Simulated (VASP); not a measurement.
# AlN (P6_3mc) in VASP: single point with r2SCAN

Aim: the single point of AlN with r2SCAN.

All numbers are computed with VASP 6.6.1; they aren't measurements. Logs are shortened: lines on timing, memory, paths and dates and some standing lists are left out, and cuts for length are marked.

**What was measured.**

“Structural and optical properties of self-assembled AlN nanowires grown on SiO2/Si substrates by molecular beam epitaxy”, 2024, arxiv:2402.00216 quotes, for a bulk crystal of AlN at 0 K: band gap 6.0343 eV (an exciton energy, a little under the gap).

How close the calculation comes is told below.

## Step 1: The structure

The structure is hexagonal, space group P6_3mc (No. 186). The conventional cell has a = 3.110 Å, b = 3.110 Å, c = 4.980 Å, α = 90.00°, β = 90.00°, γ = 120.00°. Around Al (site symmetry 3m) lie 4 N at 1.89 to 1.90 Å. N (site symmetry 3m) has 4 Al at 1.89 to 1.90 Å as nearest neighbours.

## Step 2: Single point, r2SCAN

Input file INCAR:

```
PREC = Accurate
ENCUT = 520
EDIFF = 1E-7
ISMEAR = -1
SIGMA = 0.05
LREAL = False
LASPH = True
NELM = 60
ALGO = Normal
ISIF = 2
LWAVE = False
LCHARG = False
METAGGA = R2SCAN
LMIXTAU = True
```

Input file KPOINTS:

```
Automatic mesh
0
Gamma
  8 8 5
```

Input file POSCAR:

```
AlN
1.0
    3.1100000000      0.0000000000      0.0000000000
   -1.5550000000      2.6933390058      0.0000000000
    0.0000000000      0.0000000000      4.9800000000
Al N
2 2
Direct
    0.6666666667      0.3333333333      0.0000000000
    0.3333333333      0.6666666667      0.5000000000
    0.6666666667      0.3333333333      0.3820000000
    0.3333333333      0.6666666667      0.8820000000
```

Potentials or basis: VASP PAW PBE potentials, release 64 (Al, N).

Started as:

```console
$ cat potpaw_PBE.64/Al/POTCAR potpaw_PBE.64/N/POTCAR > POTCAR
$ mpirun -np 1 vasp_std > vasp.out
```

OUTCAR:

```text
PREC = Accurate
   ENCUT = 520
   EDIFF = 1E-7
   ISMEAR = -1
   LREAL = False
   LASPH = True
   NELM = 60
   ISIF = 2
   METAGGA = R2SCAN

 ion  position               nearest neighbor table
   1  0.667  0.333  0.000-   4 1.89   4 1.89   4 1.89   3 1.90   2 3.07   2 3.07   2 3.07   2 3.07
                             2 3.07   2 3.07
   2  0.333  0.667  0.500-   3 1.89   3 1.89   3 1.89   4 1.90   1 3.07   1 3.07   1 3.07   1 3.07
                             1 3.07   1 3.07
   3  0.667  0.333  0.382-   2 1.89   2 1.89   2 1.89   1 1.90
   4  0.333  0.667  0.882-   1 1.89   1 1.89   1 1.89   2 1.90

  LATTYP: Found a hexagonal cell.
 ALAT       =     3.1100000000
 C/A-ratio  =     1.6012861736

  Lattice vectors:

 A1 = (   3.1100000000,   0.0000000000,   0.0000000000)
 A2 = (  -1.5550000000,   2.6933390058,   0.0000000000)
 A3 = (   0.0000000000,   0.0000000000,   4.9800000000)

Analysis of symmetry for initial positions (statically):
=====================================================================
 Subroutine PRICEL returns:
 Original cell was already a primitive cell.

 Routine SETGRP: Setting up the symmetry group for a
 hexagonal supercell.

 Subroutine GETGRP returns: Found 12 space group operations
 (whereof  6 operations were pure point group operations)
 out of a pool of 24 trial point group operations.

The static configuration has the point symmetry C_3v.
 The point group associated with its full space group is C_6v.

Analysis of symmetry for dynamics (positions and initial velocities):
=====================================================================
 Subroutine PRICEL returns:
 Original cell was already a primitive cell.

 Routine SETGRP: Setting up the symmetry group for a
 hexagonal supercell.

 Subroutine GETGRP returns: Found 12 space group operations
 (whereof  6 operations were pure point group operations)
 out of a pool of 24 trial point group operations.

The dynamic configuration has the point symmetry C_3v.
 The point group associated with its full space group is C_6v.

 Subroutine INISYM returns: Found 12 space group operations
 (whereof  6 operations are pure point group operations),
 and found     1 'primitive' translations

----------------------------------------------------------------------------------------

                                     Primitive cell

  volume of cell :      41.7139

  direct lattice vectors                    reciprocal lattice vectors
     3.110000000  0.000000000  0.000000000     0.321543408  0.185643173  0.000000000
    -1.555000000  2.693339006  0.000000000     0.000000000  0.371286347  0.000000000
     0.000000000  0.000000000  4.980000000     0.000000000  0.000000000  0.200803213

  length of vectors
     3.110000000  3.110000000  4.980000000     0.371286347  0.371286347  0.200803213

  position of ions in fractional coordinates (direct lattice)
     0.666666667  0.333333333  0.000000000
     0.333333333  0.666666667  0.500000000
     0.666666667  0.333333333  0.382000000
     0.333333333  0.666666667  0.882000000

  ion indices of the primitive-cell ions
   primitive index   ion index
                 1           1
                 2           2
                 3           3
                 4           4

----------------------------------------------------------------------------------------

 KPOINTS: Automatic mesh

Automatic generation of k-mesh.
 Grid dimensions read from file:
 generate k-points for:    8    8    5

 Generating k-lattice:

  Cartesian coordinates                     Fractional coordinates (reciprocal lattice)
     0.040192926  0.023205397  0.000000000     0.125000000  0.000000000  0.000000000
     0.000000000  0.046410793  0.000000000     0.000000000  0.125000000  0.000000000
     0.000000000  0.000000000  0.040160643     0.000000000  0.000000000  0.200000000

  Length of vectors
     0.046410793  0.046410793  0.040160643

  Shift w.r.t. Gamma in fractional coordinates (k-lattice)
     0.000000000  0.000000000  0.000000000

 Subroutine IBZKPT returns following result:
 ===========================================

 Found     30 irreducible k-points:

 Following reciprocal coordinates:
            Coordinates               Weight
  0.000000  0.000000  0.000000      1.000000
  0.125000  0.000000  0.000000      6.000000
  0.250000  0.000000  0.000000      6.000000
  0.375000 -0.000000  0.000000      6.000000
  0.500000  0.000000  0.000000      3.000000
  0.125000  0.125000  0.000000      6.000000
[... 16 lines left out ...]
  0.250000  0.000000  0.400000     12.000000
  0.375000 -0.000000  0.400000     12.000000
 [... further k-points ...]
   k-points           NKPTS =     30   k-points in BZ     NKDIM =     30   number of bands    NBANDS=     12
   number of dos      NEDOS =    301   number of ions     NIONS =      4
   total plane-waves  NPLWV =  23040
   dimension x,y,z NGX =    24 NGY =   24 NGZ =   40
   dimension x,y,z NGXF=    48 NGYF=   48 NGZF=   80
   ions per type =               2   2
   NGX,Y,Z   is equivalent  to a cutoff of  12.83, 12.83, 13.35 a.u.
   NGXF,Y,Z  is equivalent  to a cutoff of  25.66, 25.66, 26.71 a.u.
 SYSTEM =  unknown system
   PREC   = accura    normal or accurate (medium, high low for compatibility)
   ISTART =      0    job   : 0-new  1-cont  2-samecut
   ICHARG =      2    charge: 1-file 2-atom 10-const
   ISPIN  =      1    spin polarized calculation?
   LNONCOLLINEAR =      F non collinear calculations
   LSORBIT =      F    spin-orbit coupling
   LASPH  =      T    aspherical Exc in radial PAW
   ENCUT  =  520.0 eV  38.22 Ry    6.18 a.u.   5.78  5.78  9.26*2*pi/ulx,y,z
   NELM   =     60;   NELMIN=  2; NELMDL= -5     # of ELM steps
   EDIFF  = 0.1E-06   stopping-criterion for ELM
   LREAL  =      F    real-space projection
   EDIFFG = 0.1E-05   stopping-criterion for IOM
   NSW    =      0    number of steps for IOM
   IBRION =     -1    ionic relax: 0-MD 1-quasi-New 2-CG
   NFREE  =      0    steps in history (QN), initial steepest desc. (CG)
   ISIF   =      2    stress and relaxation
   ISYM   =      2    0-nonsym 1-usesym 2-fastsym
   POTIM  = 0.5000    time-step for ionic-motion
   TEBEG  =    0.0;   TEEND  =   0.0 temperature during run
   PSTRESS=    0.0 pullay stress
   NELECT =      16.0000    total number of electrons
   NUPDOWN=      -1.0000    fix difference up-down
   EMIN   =  10.00;   EMAX   =-10.00  energy-range for DOS
   EFERMI =   0.00;   METHOD = LEGACY
   ISMEAR =    -1;   SIGMA  =   0.05  broadening in eV -4-tet -1-fermi 0-gaus
   EFERMI_NEDOS =   21; number of points for ismear=-14 and -15
   IALGO  =     38    algorithm
   IMIX   =      4    mixing-type and parameters
     AMIX     =   0.40;   BMIX     =  1.00
     AMIX_MAG =   1.60;   BMIX_MAG =  1.00
  volume/ion in A,a.u.               =      10.43        70.37
  Fermi-wavevector in a.u.,A,eV,Ry     =   1.189473  2.247778 19.250147  1.414846
  Thomas-Fermi vector in A             =   2.325579
   LORBIT       =      0    0 simple, 1 ext, 2 COOP (PROOUT), +10 PAW based schemes
   METAGGA = R2SCAN    functional components
   LHFCALC =     F    Hartree Fock is set to
   AEXX    =    0.0000 exact exchange contribution
   IVDW    =     0    specifies the selected vdW correction
   LEPSILON=     F    determine dielectric tensor
   LRPA    =     F    only Hartree local field effects (RPA)
 non-spin polarized calculation
  energy-cutoff  :      520.00
  volume of cell :       41.71
 maximum number of plane-waves:      1136
 NGX is ok and might be reduce to    24
   NGX = 11   NGY = 11   NGZ = 19

 number of electron      15.9999997 magnetization

 Free energy of the ion-electron system (eV)
  ---------------------------------------------------
  ext. energy  EPLUGINS =         0.00000000
  ---------------------------------------------------
  free energy    TOTEN  =       -38.45596684 eV

  energy without entropy =      -38.45596684  energy(sigma->0) =      -38.45596684

 E-fermi :   6.8969     XC(G=0): -11.4057

 val. band max:        5.9040955522   @ k =   0.0000   0.0000   0.0000
 cond. band min:      10.7938191783   @ k =   0.0000   0.0000   0.0000
 fundamental gap:      4.8897236262
 Fermi energy:         6.8969135440

 k-point     1 :       0.0000    0.0000    0.0000
  band No.  band energies     occupation
      1     -10.0709      2.00000
      2      -7.9534      2.00000
      3      -0.1591      2.00000
      4       5.0057      2.00000
      5       5.0057      2.00000
      6       5.6682      2.00000
      7       5.6682      2.00000
      8       5.9041      2.00000
      9      10.7938      0.00000
     10      13.4067      0.00000
     11      17.4991      0.00000
     12      17.9133      0.00000

 k-point     2 :       0.1250    0.0000    0.0000
  band No.  band energies     occupation
      1      -9.8728      2.00000
      2      -7.8447      2.00000
      3       0.0814      2.00000
      4       4.1421      2.00000
      5       4.7593      2.00000
      6       4.8561      2.00000
      7       5.6310      2.00000
      8       5.8109      2.00000
      9      11.6262      0.00000
     10      14.1527      0.00000
     11      16.5506      0.00000
     12      16.8448      0.00000

 k-point     3 :       0.2500    0.0000    0.0000
  band No.  band energies     occupation
      1      -9.3227      2.00000
      2      -7.5900      2.00000
      3       0.7709      2.00000
      4       2.4077      2.00000
      5       3.4088      2.00000
      6       4.2865      2.00000
      7       5.4604      2.00000
      8       5.4655      2.00000
      9      12.8186      0.00000
     10      14.2812      0.00000
     11      14.7875      0.00000
     12      16.8916      0.00000

 k-point     4 :       0.3750   -0.0000    0.0000
  band No.  band energies     occupation
      1      -8.5878      2.00000
      2      -7.4076      2.00000
      3       0.9470      2.00000
      4       1.7741      2.00000
      5       2.1840      2.00000
      6       3.9000      2.00000
      7       4.7581      2.00000
      8       5.2694      2.00000
      9      12.7207      0.00000
     10      12.8892      0.00000
     11      14.7909      0.00000
     12      17.1421      0.00000

 k-point     5 :       0.5000    0.0000    0.0000
  band No.  band energies     occupation
      1      -8.1309      2.00000
      2      -7.4433      2.00000
      3       0.3884      2.00000
      4       1.6812      2.00000
      5       2.5151      2.00000
      6       3.7559      2.00000
      7       4.1332      2.00000
      8       5.1860      2.00000
      9      12.3479      0.00000
     10      12.4464      0.00000
     11      14.9242      0.00000
     12      17.1360      0.00000
[... 228 lines left out ...]
      1      -9.4820      2.00000
      2      -8.8539      2.00000
      3       1.6960      2.00000
      4       3.4131      2.00000
      5       5.2258      2.00000
      6       5.2258      2.00000
      7       5.4306      2.00000
      8       5.4306      2.00000
      9      12.6536      0.00000
     10      13.4224      0.00000
     11      17.0053      0.00000
     12      17.6281      0.00000

 k-point    22 :       0.1250    0.0000    0.4000
  band No.  band energies     occupation
      1      -9.3015      2.00000
      2      -8.6972      2.00000
      3       1.7358      2.00000
      4       3.1813      2.00000
      5       4.6038      2.00000
      6       5.0350      2.00000
      7       5.0400      2.00000
      8       5.3084      2.00000
      9      13.0317      0.00000
     10      13.9329      0.00000
     11      16.0591      0.00000
     12      16.6156      0.00000

 k-point    23 :       0.2500    0.0000    0.4000
  band No.  band energies     occupation
      1      -8.8124      2.00000
      2      -8.2887      2.00000
      3       1.4892      2.00000
      4       2.1817      2.00000
      5       3.7745      2.00000
      6       4.6511      2.00000
      7       4.7477      2.00000
      8       5.0119      2.00000
      9      12.8391      0.00000
     10      13.5473      0.00000
     11      15.9207      0.00000
     12      16.6119      0.00000

 k-point    24 :       0.3750   -0.0000    0.4000
  band No.  band energies     occupation
      1      -8.2030      2.00000
      2      -7.8379      2.00000
      3       0.5942      2.00000
      4       0.9940      2.00000
      5       3.8457      2.00000
      6       4.3139      2.00000
      7       4.7309      2.00000
      8       4.7761      2.00000
      9      11.9770      0.00000
     10      12.6170      0.00000
     11      15.9181      0.00000
     12      16.6548      0.00000

 [... further k-points ...]
[... 5 lines left out ...]
  --------------------------------------------------------------------------------------
  -------------------------------------------------------------------------------------
  Total       -0.2460686     -0.2460686     -0.2174387      0.0000000      0.0000000     -0.0000000
  in kB       -9.4511806     -9.4511806     -8.3515424      0.0000000      0.0000000     -0.0000000
  external PRESSURE =      -9.0846345 kB  Pullay stress =       0.0000000 kB

 VOLUME and BASIS-vectors are now :
 -----------------------------------------------------------------------------
  energy-cutoff  :      520.00
  volume of cell :       41.71
      direct lattice vectors                 reciprocal lattice vectors
     3.110000000  0.000000000  0.000000000     0.321543408  0.185643173  0.000000000
    -1.555000000  2.693339006  0.000000000     0.000000000  0.371286347  0.000000000
     0.000000000  0.000000000  4.980000000     0.000000000  0.000000000  0.200803213

 POSITION                                       TOTAL-FORCE (eV/Angst)
 -----------------------------------------------------------------------------------
      1.55500      0.89778      0.00000         0.000000     -0.000000      0.016202
     -0.00000      1.79556      2.49000        -0.000000      0.000000      0.016202
      1.55500      0.89778      1.90236        -0.000000      0.000000     -0.016202
     -0.00000      1.79556      4.39236         0.000000     -0.000000     -0.016202
 -----------------------------------------------------------------------------------
    total drift:                               -0.000000     -0.000000     -0.018012

  FREE ENERGIE OF THE ION-ELECTRON SYSTEM (eV)
  ---------------------------------------------------
  free  energy   TOTEN  =       -38.4559668382 eV

  energy  without entropy=      -38.4559668382  energy(sigma->0) =      -38.45596684
```

Wall time 2 min (1 thread of Intel Xeon Platinum 8175M at 2.50GHz (Skylake/Cascade Lake), shared host); peak memory 0.16 GiB.

What came out:

| Property | Result |
| --- | --- |
| Free energy | -38.4560 eV |
| Pressure | -0.9 GPa |
| Largest force | 0.016 eV/Å |
| Band gap on the k mesh | 4.89 eV, direct |

Forces on the atoms (eV/Å):
```
Al   0.000  0.000  0.016
Al   0.000  0.000  0.016
N    0.000  0.000 -0.016
N    0.000  0.000 -0.016
```

Levels at points of the mesh, in eV from the valence-band top:
```tsv
k point	band 4	band 5	band 6	band 7	band 8	band 9	band 10	band 11	band 12
(0.00, 0.00, 0.00)	-0.90	-0.90	-0.24	-0.24	0.00	4.89	7.50	11.59	12.01
(0.50, 0.00, 0.00)	-4.22	-3.39	-2.15	-1.77	-0.72	6.44	6.54	9.02	11.23
```

Caveat: the PAW data sets were made with another functional, which shifts forces and pressure a little.

## Step 3: Comparison with measurements

Step 2. A measured gap of AlN is 6.0343 eV (an exciton energy, a little under the gap; 0 K; quoted in “Structural and optical properties of self-assembled AlN nanowires grown on SiO2/Si substrates by molecular beam epitaxy”, 2024, arxiv:2402.00216); the calculated 4.89 eV misses it by -1.14 eV. 2 values of this kind are on record (6.034 to 6.0343 eV); this one was drawn at random. The value is that of r2SCAN, without temperature or zero-point motion.
